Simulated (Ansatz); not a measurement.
## ZnS: equation of state with revPBE

**What was measured.**

From “Electronic, vibrational, and thermodynamic properties of ZnS (zincblende and rocksalt structure)”, 2009, arxiv:0911.5022, for a bulk crystal of ZnS: bulk modulus 76.9 GPa.

The system is ZnS.

```
Zn S
1.0
     0.00000    2.70200    2.70200
     2.70200    0.00000    2.70200
     2.70200    2.70200    0.00000
Zn S
1 1
Direct
  0.75000 0.75000 0.75000
  0.00000 0.00000 0.00000
```

| Property | Result |
| --- | --- |
| Program | Ansatz 0.2.0 |
| Task | equation of state |
| Functional | revPBE |
| Potentials or basis | Ansatz PAW |
| Cutoff | 420 eV |
| Density cutoff | 1680 eV |
| k mesh | 9 × 9 × 9 |
| Occupations | fermi-dirac, width 0.05 eV |
| Spin | no spin polarisation |

```yaml
Equilibrium_volume: 20.72 Å³/atom
Bulk_modulus: 64 GPa
Pressure_derivative_of_the_bulk_modulus: 4.4
```

Energy against volume, from the lowest point:
```
volume (Å³/atom)  energy (meV/atom)
          18.543              55.17
          18.938              35.43
          19.332              20.51
          19.727               9.92
          20.121               3.22
          20.516               0.02
          20.910               0.00
```

All runs of the series together: 6.7 s on 2 threads of Arm Neoverse V2, with other jobs on the host.

A measured bulk modulus of ZnS is 76.9 GPa (quoted in “Electronic, vibrational, and thermodynamic properties of ZnS (zincblende and rocksalt structure)”, 2009, arxiv:0911.5022); the calculated 64 GPa misses it by -16.9 %. The fit is for a static lattice scaled at fixed shape and fixed fractional positions.

Caveat: the potentials were made for another functional, which shifts forces and pressure. revPBE gives volumes clearly too large for solids.
